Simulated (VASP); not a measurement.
# CdTe (F-43m) in VASP: a series of runs

Runs on CdTe. Level: BLYP+D3(BJ). Tasks: single point, relaxation of cell and atoms.

Program: VASP 6.6.1. These are calculated values, not measurements. Logs are shortened: lines on timing, memory, paths and dates and some standing lists are left out, and cuts for length are marked.

**Measured values to compare with.**

A printed reference work, data compilation reports, for a bulk crystal of CdTe at 0 K: band gap 1.607 eV.

The results are compared with them further down.

## Step 1: The cell of the first run

The structure is cubic, space group F-43m (No. 216). The conventional cell has a = 6.512 Å, b = 6.512 Å, c = 6.512 Å, α = 90.00°, β = 90.00°, γ = 90.00°. Te (site symmetry -43m) has 4 Cd at 2.82 Å within 3.7 Å. Cd (site symmetry -43m) has 4 Te at 2.82 Å within 3.7 Å.

## Step 2: Single point, BLYP+D3(BJ)

Input file INCAR:

```
  AGGAC = 1.0
  AGGAX = 1.0
  ALDAC = 0.0
  ALDAX = 1.0
  ALGO = Normal
  EDIFF = 1E-7
  ENCUT = 520
  GGA = B5
  ISIF = 2
  ISMEAR = -1
  IVDW = 12
  LASPH = True
  LCHARG = True
  LELF = True
  LREAL = False
  LVHAR = True
  LWAVE = False
  NBANDS = 16
  NELM = 80
  PREC = Accurate
  SIGMA = 0.05
  VDW_A1 = 0.4298
  VDW_A2 = 4.2359
  VDW_S6 = 1.0
  VDW_S8 = 2.6996
```

Input file KPOINTS:

```
k-points
0
Gamma
  7 7 7
```

Input file POSCAR:

```
CdTe
1.0
    0.0000000000      3.2558872003      3.2558872003
    3.2558872003      0.0000000000      3.2558872003
    3.2558872003      3.2558872003      0.0000000000
Te Cd
1 1
Direct
    0.7500000000      0.7500000000      0.7500000000
    0.0000000000      0.0000000000      0.0000000000
```

Potentials or basis: VASP PAW PBE potentials, release 64 (Te, Cd).

Command:

```bash
cat potpaw_PBE.64/Te/POTCAR potpaw_PBE.64/Cd/POTCAR > POTCAR
mpirun -np 1 vasp_std > vasp.out
```

OUTCAR:

```text
EDIFF = 1E-7
   ENCUT = 520
   GGA = B5
   ISIF = 2
   ISMEAR = -1
   IVDW = 12
   LASPH = True
   LREAL = False
   NELM = 80
   PREC = Accurate
 IVDW          = 12

 ion  position               nearest neighbor table
   1  0.750  0.750  0.750-   2 2.82   2 2.82   2 2.82   2 2.82
   2  0.000  0.000  0.000-   1 2.82   1 2.82   1 2.82   1 2.82

  LATTYP: Found a face centered cubic cell.
 ALAT       =     6.5117744006

  Lattice vectors:

 A1 = (   0.0000000000,   3.2558872003,   3.2558872003)
 A2 = (   3.2558872003,   0.0000000000,   3.2558872003)
 A3 = (   3.2558872003,   3.2558872003,   0.0000000000)

Analysis of symmetry for initial positions (statically):
=====================================================================
 Subroutine PRICEL returns:
 Original cell was already a primitive cell.

 Routine SETGRP: Setting up the symmetry group for a
 face centered cubic supercell.

 Subroutine GETGRP returns: Found 24 space group operations
 (whereof 24 operations were pure point group operations)
 out of a pool of 48 trial point group operations.

The static configuration has the point symmetry T_d .

Analysis of symmetry for dynamics (positions and initial velocities):
=====================================================================
 Subroutine PRICEL returns:
 Original cell was already a primitive cell.

 Routine SETGRP: Setting up the symmetry group for a
 face centered cubic supercell.

 Subroutine GETGRP returns: Found 24 space group operations
 (whereof 24 operations were pure point group operations)
 out of a pool of 48 trial point group operations.

The dynamic configuration has the point symmetry T_d .

 Subroutine INISYM returns: Found 24 space group operations
 (whereof 24 operations are pure point group operations),
 and found     1 'primitive' translations

----------------------------------------------------------------------------------------

                                     Primitive cell

  volume of cell :      69.0300

  direct lattice vectors                    reciprocal lattice vectors
     0.000000000  3.255887200  3.255887200    -0.153567974  0.153567974  0.153567974
     3.255887200  0.000000000  3.255887200     0.153567974 -0.153567974  0.153567974
     3.255887200  3.255887200  0.000000000     0.153567974  0.153567974 -0.153567974

  length of vectors
     4.604519836  4.604519836  4.604519836     0.265987533  0.265987533  0.265987533

  position of ions in fractional coordinates (direct lattice)
     0.750000000  0.750000000  0.750000000
     0.000000000  0.000000000  0.000000000

  ion indices of the primitive-cell ions
   primitive index   ion index
                 1           1
                 2           2

----------------------------------------------------------------------------------------

 KPOINTS: k-points

Automatic generation of k-mesh.
 Grid dimensions read from file:
 generate k-points for:    7    7    7

 Generating k-lattice:

  Cartesian coordinates                     Fractional coordinates (reciprocal lattice)
    -0.021938282  0.021938282  0.021938282     0.142857143  0.000000000  0.000000000
     0.021938282 -0.021938282  0.021938282     0.000000000  0.142857143  0.000000000
     0.021938282  0.021938282 -0.021938282     0.000000000  0.000000000  0.142857143

  Length of vectors
     0.037998219  0.037998219  0.037998219

  Shift w.r.t. Gamma in fractional coordinates (k-lattice)
     0.000000000  0.000000000  0.000000000

 Subroutine IBZKPT returns following result:
 ===========================================

 Found     20 irreducible k-points:

 Following reciprocal coordinates:
            Coordinates               Weight
  0.000000  0.000000  0.000000      1.000000
  0.142857  0.000000  0.000000      8.000000
  0.285714  0.000000  0.000000      8.000000
  0.428571  0.000000  0.000000      8.000000
  0.142857  0.142857  0.000000      6.000000
  0.285714  0.142857  0.000000     24.000000
[... 12 lines left out ...]
 -0.428571  0.428571  0.142857     24.000000
 -0.285714  0.428571  0.142857     24.000000
   k-points           NKPTS =     20   k-points in BZ     NKDIM =     20   number of bands    NBANDS=     16
   number of dos      NEDOS =    301   number of ions     NIONS =      2
   total plane-waves  NPLWV =  46656
   dimension x,y,z NGX =    36 NGY =   36 NGZ =   36
   dimension x,y,z NGXF=    72 NGYF=   72 NGZF=   72
   ions per type =               1   1
   NGX,Y,Z   is equivalent  to a cutoff of  13.00, 13.00, 13.00 a.u.
   NGXF,Y,Z  is equivalent  to a cutoff of  26.00, 26.00, 26.00 a.u.
 SYSTEM =  unknown system
   PREC   = accura    normal or accurate (medium, high low for compatibility)
   ISTART =      0    job   : 0-new  1-cont  2-samecut
   ICHARG =      2    charge: 1-file 2-atom 10-const
   ISPIN  =      1    spin polarized calculation?
   LNONCOLLINEAR =      F non collinear calculations
   LSORBIT =      F    spin-orbit coupling
   LASPH  =      T    aspherical Exc in radial PAW
   ENCUT  =  520.0 eV  38.22 Ry    6.18 a.u.   8.56  8.56  8.56*2*pi/ulx,y,z
   NELM   =     80;   NELMIN=  2; NELMDL= -5     # of ELM steps
   EDIFF  = 0.1E-06   stopping-criterion for ELM
   LREAL  =      F    real-space projection
   EDIFFG = 0.1E-05   stopping-criterion for IOM
   NSW    =      0    number of steps for IOM
   IBRION =     -1    ionic relax: 0-MD 1-quasi-New 2-CG
   NFREE  =      0    steps in history (QN), initial steepest desc. (CG)
   ISIF   =      2    stress and relaxation
   ISYM   =      2    0-nonsym 1-usesym 2-fastsym
   POTIM  = 0.5000    time-step for ionic-motion
   TEBEG  =    0.0;   TEEND  =   0.0 temperature during run
   PSTRESS=    0.0 pullay stress
   NELECT =      18.0000    total number of electrons
   NUPDOWN=      -1.0000    fix difference up-down
   EMIN   =  10.00;   EMAX   =-10.00  energy-range for DOS
   EFERMI =   0.00;   METHOD = LEGACY
   ISMEAR =    -1;   SIGMA  =   0.05  broadening in eV -4-tet -1-fermi 0-gaus
   EFERMI_NEDOS =   21; number of points for ismear=-14 and -15
   IALGO  =     38    algorithm
   IMIX   =      4    mixing-type and parameters
     AMIX     =   0.40;   BMIX     =  1.00
     AMIX_MAG =   1.60;   BMIX_MAG =  1.00
  volume/ion in A,a.u.               =      34.52       232.92
  Fermi-wavevector in a.u.,A,eV,Ry     =   1.045891  1.976447 14.883242  1.093887
  Thomas-Fermi vector in A             =   2.180706
   LORBIT       =      0    0 simple, 1 ext, 2 COOP (PROOUT), +10 PAW based schemes
   GGA     = B5    functional components
   LHFCALC =     F    Hartree Fock is set to
   AEXX    =    0.0000 exact exchange contribution
   IVDW    =    12    specifies the selected vdW correction
   LEPSILON=     F    determine dielectric tensor
   LRPA    =     F    only Hartree local field effects (RPA)
 non-spin polarized calculation
  energy-cutoff  :      520.00
  volume of cell :       69.03
 maximum number of plane-waves:      1875
 NGX is ok and might be reduce to    36
   NGX = 17   NGY = 17   NGZ = 17

 number of electron      18.0000000 magnetization

 Free energy of the ion-electron system (eV)
  ---------------------------------------------------
  ext. energy  EPLUGINS =         0.00000000
  ---------------------------------------------------
  free energy    TOTEN  =        -3.71603092 eV

  energy without entropy =       -3.71601960  energy(sigma->0) =       -3.71602526

 E-fermi :   2.9990     XC(G=0):  -8.0174

 val. band max:        2.6333273990   @ k =   0.0000   0.0000   0.0000
 cond. band min:       3.2999069634   @ k =   0.0000   0.0000   0.0000
 fundamental gap:      0.6665795643
 Fermi energy:         2.9990480592

 k-point     1 :       0.0000    0.0000    0.0000
  band No.  band energies     occupation
      1      -8.4755      2.00000
      2      -5.6696      2.00000
      3      -5.6696      2.00000
      4      -5.6696      2.00000
      5      -5.4230      2.00000
      6      -5.4230      2.00000
[... 8 lines left out ...]
     15      12.0708      0.00000
     16      12.0708      0.00000

 k-point     2 :       0.1429    0.0000    0.0000
  band No.  band energies     occupation
      1      -8.4046      2.00000
      2      -5.6562      2.00000
      3      -5.6562      2.00000
      4      -5.6095      2.00000
      5      -5.4239      2.00000
      6      -5.4239      2.00000
[... 8 lines left out ...]
     15      11.3047      0.00000
     16      11.3047      0.00000

 k-point     3 :       0.2857    0.0000    0.0000
  band No.  band energies     occupation
      1      -8.2456      2.00000
      2      -5.6292      2.00000
      3      -5.6292      2.00000
      4      -5.4223      2.00000
      5      -5.4223      2.00000
      6      -5.4100      2.00000
[... 8 lines left out ...]
     15      11.3128      0.00000
     16      11.3128      0.00000

 k-point     4 :       0.4286    0.0000    0.0000
  band No.  band energies     occupation
      1      -8.1210      2.00000
      2      -5.6117      2.00000
      3      -5.6117      2.00000
      4      -5.4159      2.00000
      5      -5.4159      2.00000
      6      -5.1365      2.00000
[... 8 lines left out ...]
     15      12.4929      0.00000
     16      12.4929      0.00000
[... 248 lines left out ...]
 k-point    18 :      -0.4286    0.2857    0.1429
  band No.  band energies     occupation
      1      -8.0473      2.00000
      2      -5.5807      2.00000
      3      -5.5692      2.00000
      4      -5.4459      2.00000
      5      -5.4161      2.00000
      6      -5.0098      2.00000
[... 8 lines left out ...]
     15      12.6524      0.00000
     16      13.6341      0.00000

 k-point    19 :      -0.4286    0.4286    0.1429
  band No.  band energies     occupation
      1      -8.0089      2.00000
      2      -5.5481      2.00000
      3      -5.5463      2.00000
      4      -5.4745      2.00000
      5      -5.4064      2.00000
      6      -4.9526      2.00000
[... 8 lines left out ...]
     15      13.3865      0.00000
     16      14.1234      0.00000

 k-point    20 :      -0.2857    0.4286    0.1429
  band No.  band energies     occupation
      1      -8.0000      2.00000
      2      -5.5612      2.00000
      3      -5.5471      2.00000
      4      -5.4524      2.00000
      5      -5.4193      2.00000
      6      -4.8921      2.00000
[... 8 lines left out ...]
     15      12.8432      0.00000
     16      14.5953      0.00000

------------------------ aborting loop because EDIFF is reached ----------------------------------------

 Edisp (eV)   -1.53329

 E8    (eV) :    -1.1397

  FORCE on cell =-STRESS in cart. coord.  units (eV):
  Direction    XX          YY          ZZ          XY          YZ          ZX
  --------------------------------------------------------------------------------------
  -------------------------------------------------------------------------------------
  Total       0.11625     0.11625     0.11625    -0.00000     0.00000     0.00000
  in kB       2.69808     2.69808     2.69808    -0.00000     0.00000     0.00000
  external pressure =        2.70 kB  Pullay stress =        0.00 kB

 VOLUME and BASIS-vectors are now :
 -----------------------------------------------------------------------------
  energy-cutoff  :      520.00
  volume of cell :       69.03
      direct lattice vectors                 reciprocal lattice vectors
     0.000000000  3.255887200  3.255887200    -0.153567974  0.153567974  0.153567974
     3.255887200  0.000000000  3.255887200     0.153567974 -0.153567974  0.153567974
     3.255887200  3.255887200  0.000000000     0.153567974  0.153567974 -0.153567974

 POSITION                                       TOTAL-FORCE (eV/Angst)
 -----------------------------------------------------------------------------------
      4.88383      4.88383      4.88383         0.000000      0.000000      0.000000
      0.00000      0.00000      0.00000        -0.000000     -0.000000     -0.000000
 -----------------------------------------------------------------------------------
    total drift:                               -0.000001     -0.000001     -0.000001

  FREE ENERGIE OF THE ION-ELECTRON SYSTEM (eV)
  ---------------------------------------------------
  free  energy   TOTEN  =        -5.2493250846 eV

  energy  without entropy=       -5.2493137634  energy(sigma->0) =       -5.24931942
```

Wall time 71 s (1 thread of Intel Xeon 8259CL, shared host); peak memory 0.22 GiB.

Results:

```
Free energy                : -5.2493 eV
Pressure                   : 0.3 GPa
Band gap on the k mesh     : 0.67 eV
Dispersion energy per atom : -0.767 eV
```

Levels at points of the mesh, in eV from the valence-band top:
```tsv
k point	band 6	band 7	band 8	band 9	band 10	band 11	band 12	band 13
(0.00, 0.00, 0.00)	-8.06	0.00	0.00	0.00	0.67	4.63	4.63	4.63
```

Caveat: the PAW data sets were made with another functional, which shifts forces and pressure a little; spin-orbit coupling is left out, which moves the levels of the heavy elements.

## Step 3: Relaxation of cell and atoms, BLYP+D3(BJ)

This run uses another cell than the first one, of 32.92 Å³/atom.

Input file INCAR:

```
PREC     = Accurate       # precision mode
ENCUT    = 600            # plane-wave cutoff, eV
EDIFF    = 1E-6           # SCF threshold, eV
ISMEAR   = -1             # smearing method
SIGMA    = 0.05           # smearing width, eV
LREAL    = False          # projectors in reciprocal space
LASPH    = True           # aspherical terms in the spheres
NELM     = 80             # most SCF steps
ALGO     = Normal         # electronic algorithm
ISIF     = 3              # what is computed and relaxed
LWAVE    = False          # write WAVECAR
LCHARG   = False          # write CHGCAR
GGA      = B5             # functional
ALDAX    = 1.0          
AGGAX    = 1.0          
AGGAC    = 1.0          
ALDAC    = 0.0          
IVDW     = 12             # dispersion correction
VDW_S6   = 1.0          
VDW_S8   = 2.6996       
VDW_A1   = 0.4298       
VDW_A2   = 4.2359       
IBRION   = 2              # ionic algorithm
NSW      = 80             # ionic steps
EDIFFG   = -0.005         # ionic threshold
```

Input file KPOINTS:

```
regular mesh
0
Gamma
  7 7 7
```

Input file POSCAR:

```
CdTe
1.0
    0.0000000000      3.2050000000      3.2050000000
    3.2050000000      0.0000000000      3.2050000000
    3.2050000000      3.2050000000      0.0000000000
Te Cd
1 1
Direct
    0.7500000000      0.7500000000      0.7500000000
    0.0000000000      0.0000000000      0.0000000000
```

Potentials or basis: VASP PAW PBE potentials, release 64 (Te, Cd).

Command:

```bash
cat potpaw_PBE.64/Te/POTCAR potpaw_PBE.64/Cd/POTCAR > POTCAR
mpirun -np 1 vasp_std > vasp.out
```

It took 3 min on 1 thread of Intel Xeon 8259CL, shared host; peak memory 0.23 GiB.

Results (log left out):

```yaml
Free_energy: -5.2487 eV
Relaxed_volume: 34.72 Å³/atom
Relaxed_cell: a = 4.613 Å, b = 4.613 Å, c = 4.613 Å, α = 60.00°, β = 60.00°, γ = 60.00°
Space_group_after_relaxing_to_0.1_Å: F-43m (No. 216)
Energy_gained_by_relaxing: 12.9 meV/atom
Ionic_steps: 3
Pressure_after_relaxing: 0.0 GPa
Band_gap_on_the_k_mesh: 0.65 eV
Dispersion_energy_per_atom: -0.761 eV
```

Step by step:
| step | energy change (eV) | largest force (eV/Å) | pressure (GPa) | volume (Å³) |
| --- | --- | --- | --- | --- |
| 1 | 0.0000 | 0.0000 | 2.42 | 65.84 |
| 2 | -0.0230 | 0.0000 | -0.68 | 70.69 |
| 3 | -0.0257 | 0.0000 | 0.00 | 69.43 |

Final structure:
```xyz
2
Lattice="0.0000 3.2622 3.2622 3.2622 0.0000 3.2622 3.2622 3.2622 0.0000" Properties=species:S:1:pos:R:3 pbc="T T T"
Te    4.8933    4.8933    4.8933
Cd    0.0000    0.0000    0.0000
```

Levels at points of the mesh, in eV from the valence-band top:
```csv
k point,band 6,band 7,band 8,band 9,band 10,band 11,band 12,band 13
"(0.00, 0.00, 0.00)",-8.04,0.00,0.00,0.00,0.65,4.63,4.63,4.63
```

Caveat: the PAW data sets were made with another functional, which shifts forces and pressure a little; spin-orbit coupling is left out, which moves the levels of the heavy elements. Zero-point motion and thermal expansion aren't in these numbers.

## Step 4: Comparison with measurements

Step 2. Against the measured gap of CdTe, 1.607 eV (0 K; a printed reference work, data compilation), the calculated 0.67 eV is off by -0.94 eV. Spin-orbit coupling on Cd, Te is left out. The value is that of BLYP+D3(BJ), without temperature or zero-point motion. Semilocal functionals fall short of measured gaps as a rule.
